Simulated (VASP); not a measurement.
# InSe: input slips in a band-gap run and what they do, part 2 of 2

Some runs for the gap of InSe get a fault in the input on purpose. Which of them show, and how? The starting structure is a measured crystal structure from the Crystallography Open Database. The atoms were first relaxed with LDA in that cell, in a run that isn't shown, and the relaxed structure is the one below.

VASP 6.6.1.

Results so far: reference 0.209 eV; one electron missing no gap to read.

## 5. Bands with a k mesh far too coarse and no band path

Level of this step: LDA; plane waves and PAW (In_d, Se) (VASP).

A slip made on purpose: a k mesh far too coarse and no band path. Against step 2 the input has a 3×3×3 mesh and no band path (also changed: NELM, NBANDS, KPAR and NCORE).

Contents of INCAR:

```
SYSTEM = InSe
PREC = Accurate
ENCUT = 350
EDIFF = 1E-06
NELM = 60
ISMEAR = 0
SIGMA = 0.03
LREAL = .FALSE.
ALGO = Normal
GGA = CA
NBANDS = 25
LORBIT = 11
LWAVE = .FALSE.
LCHARG = .FALSE.
KPAR = 2
NCORE = 4
LASPH = .TRUE.
```

Contents of POSCAR:

```
InSe
1.0
    2.0000000000      1.1547005384      8.3166666667
   -2.0000000000      1.1547005384      8.3166666667
    0.0000000000     -2.3094010768      8.3166666667
In Se
2 2
Direct
    0.8886320810      0.8886320810      0.8886320810
    0.9991623612      0.9991623612      0.9991623612
    0.1713962895      0.1713962895      0.1713962895
    0.3831092683      0.3831092683      0.3831092683
```

Contents of KPOINTS:

```
Automatic mesh
0
Gamma
3 3 3
0 0 0
```

Potentials, in the order of the species: In_d and Se (LDA family, release 64).

On the command line:

```
> mpirun -np 8 vasp_std
```

The log of the run:

```text
[banner, memory and clock lines left out]
running    8 mpi-ranks, on    1 nodes
[...]
LDA part: xc-table for (Slater(with rela. corr.)+CA(PZ))
 , standard interpolation
 POSCAR, INCAR and KPOINTS ok, starting setup
[...]
entering main loop
       N       E                     dE             d eps       ncg     rms          rms(c)
DAV:   1     0.295258731059E+03    0.29526E+03   -0.14377E+04   300   0.130E+03
DAV:   2     0.175189003722E+02   -0.27774E+03   -0.27134E+03   301   0.344E+02
DAV:   3    -0.155840340041E+02   -0.33103E+02   -0.32610E+02   404   0.138E+02
DAV:   4    -0.168518515511E+02   -0.12678E+01   -0.12660E+01   319   0.289E+01
[...]
DAV:  11    -0.163530934933E+02   -0.18679E-04   -0.64469E-05   399   0.810E-02    0.200E-02
DAV:  12    -0.163530891941E+02    0.42991E-05   -0.13061E-05   438   0.367E-02    0.120E-02
DAV:  13    -0.163530896679E+02   -0.47374E-06   -0.21600E-06   277   0.868E-03
   1 F= -.16353090E+02 E0= -.16353090E+02  d E =-.802926E-20
```

The job ended after 5.6 s (8 MPI ranks of AMD EPYC 7R43, shared host; peak memory 1.3 GiB).

From OUTCAR (step 5):

```text
  Total        0.4575373      0.4575373     -1.2873943      0.0000000      0.0000000     -0.0000000
  in kB        6.3611728      6.3611728    -17.8987320      0.0000000      0.0000000     -0.0000000
  external PRESSURE =      -1.7254622 kB  Pullay stress =       0.0000000 kB

 POSITION                                       TOTAL-FORCE (eV/Angst)
 -----------------------------------------------------------------------------------
      0.00000      0.00000     22.17137         0.000000      0.000000     -0.038387
      0.00000      0.00000     24.92910         0.000000     -0.000000      0.042826
      0.00000      0.00000      4.27634         0.000000     -0.000000     -0.043794
      0.00000      0.00000      9.55858         0.000000      0.000000      0.039355
 -----------------------------------------------------------------------------------
    total drift:                                0.000000      0.000000     -0.000124

  FREE ENERGIE OF THE ION-ELECTRON SYSTEM (eV)
  ---------------------------------------------------
  free  energy   TOTEN  =       -16.3530896679 eV

  energy  without entropy=      -16.3530896679  energy(sigma->0) =      -16.35308967

[... 1 part as in an earlier step ...]

[... 2 further parts left out ...]
[key lines of the parts left out:]
E-fermi :   3.7061
```

With a k mesh far too coarse and no band path the gap is 1.430 eV, +1.221 eV from the reference, read on the mesh alone.

## 6. Bands with no empty bands

A slip made on purpose: no empty bands. Against step 2 the input has NBANDS = 19 and no band path (also changed: NELM).

INCAR: that of step 5 with these lines changed.

```diff
@@ -10,3 +10,3 @@
 GGA = CA
-NBANDS = 25
+NBANDS = 19
 LORBIT = 11
@@ -14,4 +14,3 @@
 LCHARG = .FALSE.
-KPAR = 2
-NCORE = 4
+KPAR = 8
 LASPH = .TRUE.
```

POSCAR is that of step 5.

Contents of KPOINTS:

```
Automatic mesh
0
Gamma
6 6 6
0 0 0
```

On the command line:

```
> mpirun -np 8 vasp_std
```

The log of the run:

```text
[... set-up lines as in an earlier step ...]
 entering main loop
       N       E                     dE             d eps       ncg     rms          rms(c)
DAV:   1     0.310906612999E+03    0.31091E+03   -0.14339E+04  1216   0.168E+03
DAV:   2     0.269665392910E+02   -0.28394E+03   -0.28394E+03  1249   0.434E+02
DAV:   3    -0.144210550117E+02   -0.41388E+02   -0.41388E+02  1558   0.171E+02
DAV:   4    -0.169846962706E+02   -0.25636E+01   -0.25636E+01  1359   0.389E+01
[...]
DAV:  22    -0.166518418558E+02   -0.18197E-05   -0.18265E-05   617   0.447E-03    0.148E-03
DAV:  23    -0.166518431713E+02   -0.13155E-05   -0.13173E-05   617   0.230E-03    0.166E-03
DAV:  24    -0.166518441220E+02   -0.95069E-06   -0.94855E-06   617   0.164E-03
 -----------------------------------------------------------------------------
|                                                                             |
|           W    W    AA    RRRRR   N    N  II  N    N   GGGG   !!!           |
|           W    W   A  A   R    R  NN   N  II  NN   N  G    G  !!!           |
|           W    W  A    A  R    R  N N  N  II  N N  N  G       !!!           |
|           W WW W  AAAAAA  RRRRR   N  N N  II  N  N N  G  GGG   !            |
|           WW  WW  A    A  R   R   N   NN  II  N   NN  G    G                |
|           W    W  A    A  R    R  N    N  II  N    N   GGGG   !!!           |
|                                                                             |
|     Your highest band is occupied at some k-points! Unless you are          |
|     performing a calculation for an insulator or semiconductor, without     |
|     unoccupied bands, you have included TOO FEW BANDS!! Please increase     |
|     the parameter NBANDS in file INCAR to ensure that the highest band      |
|     is unoccupied at all k-points. It is always recommended to include      |
|     a few unoccupied bands to accelerate the convergence of                 |
|     molecular-dynamics runs (even for insulators or semiconductors),        |
|     since the presence of unoccupied bands improves wavefunction            |
|     prediction and helps to suppress 'band-crossings'.                      |
|                                                                             |
 -----------------------------------------------------------------------------

   1 F= -.16651844E+02 E0= -.16651844E+02  d E =-.519189E-14
```

Run time: 35 s. Hardware: 8 MPI ranks; peak memory 2.3 GiB.

OUTCAR, selected parts (step 6):

```text
  Total       -0.7297133     -0.7297133     -0.7369589     -0.0000000     -0.0000000      0.0000000
  in kB      -10.1452548    -10.1452548    -10.2459898     -0.0000000     -0.0000000      0.0000000
  external PRESSURE =     -10.1788331 kB  Pullay stress =       0.0000000 kB

 POSITION                                       TOTAL-FORCE (eV/Angst)
 -----------------------------------------------------------------------------------
      0.00000      0.00000     22.17137         0.000000     -0.000000      0.002610
      0.00000      0.00000     24.92910         0.000000      0.000000      0.000167
      0.00000      0.00000      4.27634         0.000000      0.000000     -0.000577
      0.00000      0.00000      9.55858         0.000000      0.000000     -0.002200
 -----------------------------------------------------------------------------------
    total drift:                               -0.000000      0.000000     -0.000252

  FREE ENERGIE OF THE ION-ELECTRON SYSTEM (eV)
  ---------------------------------------------------
  free  energy   TOTEN  =       -16.6518441220 eV

  energy  without entropy=      -16.6518441220  energy(sigma->0) =      -16.65184412

[... 1 part as in an earlier step ...]

[... 2 further parts left out ...]
[key lines of the parts left out:]
E-fermi :   4.2783
```

The run converges, yet it holds no empty band, so no gap can be read from it.

## 7. Comparison

```
                                     run          ended  gap (eV)  change (eV)  core minutes
                               reference      converged     0.209            -          17.9
                too few electronic steps  not converged         -            -           4.8
                    one electron missing      converged      none            -          11.5
a k mesh far too coarse and no band path      converged      1.43        1.221         0.747
                          no empty bands      converged         -            -          4.67
```

Core minutes are wall time times ranks of the run shown, on a shared host.

## 8. Summary of results

```json
{
  "reference gap": "0.209 eV",
  "gap with one electron missing": "none to read from the occupations",
  "gap with a k mesh far too coarse and no band path": "1.430 eV",
  "run with too few electronic steps": "not converged",
  "run with no empty bands": "converged"
}
```

What this shows: The run with too few electronic steps didn't converge. The run without empty bands converged, and still can't show a gap. Finished, but with signs in the output that stand out against the reference: one electron missing, with no gap to read, since by its occupations the run counts as a metal (its levels may still leave one) (signs: a warning on the charge density, a stress of up to 15.8 GPa and forces of up to 0.93 eV/Å); a k mesh far too coarse and no band path, with the gap changed by +1.22 eV (signs: a stress of up to 1.8 GPa and forces of up to 0.04 eV/Å). Further runs on this material are not shown.

[Lines on the potential files, build, host, timing and source positions are cut from VASP's logs without a mark.]

[Logs are printed without paths, hosts, clocks, repeated set-up lines and the standing remarks that a program may print on its own settings, such as how far it seeks lower states.]

[Hosts, paths, dates, database ids (printed as entryN), source tags and the programs' standing remarks are cut or masked in the printed files.]
